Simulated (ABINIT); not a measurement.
Crystal: ZnO (zincite).

```
Zn O
1.0
     3.24931    0.00000    0.00000
    -1.62465    2.81398    0.00000
     0.00000    0.00000    5.20571
Zn O
2 2
Cartesian
  1.6247 0.9380 0.0000
  0.0000 1.8760 2.6029
  0.0000 1.8760 4.5759
  1.6247 0.9380 1.9730
```

Base run:

* Program: ABINIT 10.8.3 (patched build)
* Functional: r2SCAN
* Potentials or basis: SG15 NC PBE v1.2
* Cutoff: 1361 eV
* k mesh: 7 × 7 × 4
* Occupations: fermi-dirac, width 0.05 eV
* Spin: no spin polarisation

Its results: band gap on the k mesh 1.27 eV, direct; pressure -0.6 GPa; largest force 0.076 eV/Å.

Task: The run is repeated on the same cell with these changes: potentials or basis from SG15 NC PBE v1.2 to JTH PAW PBE v2.0; cutoff from 1361 eV to 762 eV; valence electrons from 52 to 36. What comes out?

Result: Band gap on the k mesh 1.21 eV, direct; pressure -1.2 GPa; largest force 0.073 eV/Å.

Caveats: the potentials were made for another functional, which shifts forces and pressure (some runs); the PAW data sets were made with another functional, which shifts forces and pressure a little (some runs).

